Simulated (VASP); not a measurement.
Crystal: BeTe.

```xyz
2
Lattice="3.5055 0.0000 0.0000 0.0000 3.5055 0.0000 0.0000 0.0000 3.5055" Properties=species:S:1:pos:R:3 pbc="T T T"
Be    0.0000    0.0000    0.0000
Te    1.7527    1.7527    1.7527
```

The cell was built by a generator and needn't be a form met in nature.

| Item | Value |
| --- | --- |
| Program | VASP 6.6.1 |
| Task | relaxation of cell and atoms |
| Functional | PBE |
| Potentials or basis | VASP PAW PBE potentials, release 64 (Be, Te) |
| Cutoff | 520 eV |
| k mesh | 4 × 4 × 4 |
| Occupations | gaussian, width 0.15 eV |
| Spin | no spin polarisation |

At the start: pressure -6.5 GPa; volume 21.54 Å³/atom.

Problem. Where does the relaxation end?

Solution. Over 3 steps the energy falls by 66.1 meV/atom and the volume is 18.70 Å³/atom (-13.2 %); space group Pm-3m (No. 221, to 0.05 Å).

The path:
```csv
step,energy change (eV),largest force (eV/Å),pressure (GPa),volume (Å³)
1,0.0000,0.0000,-6.52,43.08
2,-0.1312,0.0000,-0.75,37.84
3,-0.1321,0.0000,0.02,37.40
```

Final structure:
```yaml
crystal:
  lattice:
    - [3.34430, 0.00000, 0.00000]
    - [0.00000, 3.34430, 0.00000]
    - [0.00000, 0.00000, 3.34430]
  atoms:
    - { symbol: Be, position: [0.00000, 0.00000, 0.00000] }
    - { symbol: Te, position: [0.50000, 0.50000, 0.50000] }
```

Caveat: the k mesh is coarse (spacing up to 0.45 Å⁻¹), so the values aren't converged.
